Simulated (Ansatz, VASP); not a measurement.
## Two plane-wave programs on LiF

INCAR

```
SYSTEM = LiF
PREC = Accurate
ENCUT = 600
EDIFF = 1E-6
ISMEAR = 0
SIGMA = 0.02
LREAL = .FALSE.
LASPH = .TRUE.
NELM = 60
ALGO = Normal
ISIF = 3
LWAVE = .FALSE.
LCHARG = .FALSE.
GGA = PE
IBRION = 2
NSW = 100
EDIFFG = -0.01
```

The input KPOINTS:

```
regular mesh
0
G
  10 10 10
  0 0 0
```

Contents of POSCAR:

```
LiF
1.0
    0.0000000000      2.0343001485      2.0343001485
    2.0343001485      0.0000000000      2.0343001485
    2.0343001485      2.0343001485      0.0000000000
Li F
1 1
Direct
    0.5000000000      0.5000000000      0.5000000000
    0.0000000000      0.0000000000      0.0000000000
```

Input for Ansatz:

```yaml
crystal:
  lattice:
    - [0.0, 2.0343001485, 2.0343001485]
    - [2.0343001485, 0.0, 2.0343001485]
    - [2.0343001485, 2.0343001485, 0.0]
  atoms:
    - { symbol: Li, position: [0.5, 0.5, 0.5] }
    - { symbol: F, position: [0.0, 0.0, 0.0] }
basis:
  ecutwfc: 420
kpoints:
  mp_grid: { grid: [10, 10, 10] }
hamiltonian:
  xc: pbe
scf:
  occupations: { method: gaussian, width: 0.02 }
output:
  forces: true
  stress: true
  eigenvalues: true
relax:
  adjacent_minimum: "off"
  f_tol: 0.01
  max_steps: 80
  cell: { stress_tol: 0.05 }
```

Change from the starting cell: the structure that the rattled cell fell into.

Alike in both runs: task relaxation of cell and atoms; functional PBE; k mesh 10 × 10 × 10; occupations gaussian, width 0.02 eV; no spin polarisation.

|  | VASP | Ansatz |
| --- | --- | --- |
| version | VASP 6.6.1 | Ansatz 0.2.0 |
| potentials or method | VASP PAW PBE potentials, release 64 (Li_sv, F) | scalar-relativistic, plane waves, PAW |
| plane-wave cutoff (eV) | 600 | 420 |
| valence electrons in the cell | 10 | 10 |

|  | VASP | Ansatz | Ansatz less VASP |
| --- | --- | --- | --- |
| gap on the k mesh at the Fermi level, each at its own relaxed structure (eV) | 8.93 | 8.83 | -0.104 |
| relaxed volume (Å³/atom) | 8.32 | 8.42 | +0.101 |
| relaxed cell length with the largest relative difference (Å) | 2.865 | 2.877 | +0.0115 |

Caveats: the cutoff is under 1.25 times the usual one of these potentials, so pressure, stress and relaxed cells hold a basis-set (Pulay) error (VASP). A k mesh can miss the band edges.
